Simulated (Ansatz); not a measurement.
A run of Ansatz 0.2.0:

Contents of input.yaml:

```yaml
crystal:
  lattice:
    - [0.0, 2.035, 2.035]
    - [2.035, 0.0, 2.035]
    - [2.035, 2.035, 0.0]
  atoms:
    - { symbol: Au, position: [0.0, 0.0, 0.0] }
kpoints:
  mp_grid: { grid: [11, 11, 11] }
scf:
  occupations: { method: fermi_dirac, width: 0.05 }
hamiltonian:
  xc: pbesol
  pseudopotentials: { kind: all_electron, lapw: { basis_error: 0.001 } }
output:
  forces: true
  stress: true
  eigenvalues: true
  populations: true
```

Potentials or basis: all-electron LAPW, scalar-relativistic.

Launch:

```console
$ ansatz run input.yaml --threads 1 --pin off --max-ram 3072MiB --backend cpu --events-out ev --progress --plain --runs-dir out
```

Hardware: 1 thread of Arm Neoverse V2, with other jobs on the host.

Q: How long does it take, and how much memory?

A: Wall time 7 s on 1 thread of Arm Neoverse V2, on a shared host, peak memory 0.27 GiB. Counts: scf iterations 6, plane waves 169, k points 56, bands 26.
